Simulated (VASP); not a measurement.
## Al2O3 under changes of volume

One of the cells (13.723 Å³/atom); the others are scaled copies at fixed shape and fractional positions:

```xyz
5
Lattice="2.9034 0.0000 0.0000 -1.4517 2.5144 0.0000 0.0000 0.0000 9.3986" Properties=species:S:1:pos:R:3 pbc="T T T"
Al    0.0000    0.0000    7.9889
Al    0.0000    0.0000    1.4097
O     0.0000    1.6763    7.3091
O     1.4517    0.8381    0.0000
O     0.0000    1.6763    2.0895
```

Measurements of this composition are mostly on another form, of space group No. 167.

* Program: VASP 6.6.1
* Functional: PBE
* Potentials or basis: VASP PAW PBE potentials, release 64 (Al, O)
* Cutoff: 520 eV
* k mesh: 11 × 11 × 3
* Occupations: fermi-dirac, width 0.05 eV
* Spin: no spin polarisation

```csv
volume (Å³/atom),energy over the lowest point (meV/atom),pressure (GPa),gap on the mesh (eV),largest force (eV/Å)
12.647,23.20,10.0,5.32,0.802
12.916,9.16,6.4,5.13,0.517
13.185,?,?,?,?
13.723,0.00,-2.6,4.60,0.211
13.992,6.22,-5.1,4.44,0.418
14.261,16.36,-7.3,4.28,0.608
```

What does the run at 13.185 Å³/atom give?

Energy over the lowest point 0.98 meV/atom; pressure 3.1 GPa; gap on the mesh 4.95 eV; largest force 0.255 eV/Å.

Worked out: A Birch-Murnaghan fit of order 3 (a polynomial in V^(-2/3)) to the other rows has its minimum at 13.48 Å³/atom with B0 = V·E''(V) = 141 GPa and B' = 4.1 at fixed shape and positions, which overstates the stiffness. It gives 0.98 meV/atom at 13.185 Å³/atom, against the run's 0.98, and -dE/dV = 3.2 GPa, against 3.1. A straight line through the other rows of the gap, of slope -8.66 eV per unit of ln V, gives 4.95 eV, against the run's 4.95.

Energies are extrapolated to zero smearing.

Caveats: an odd mesh through Γ misses points on the zone boundary, where band edges often lie.
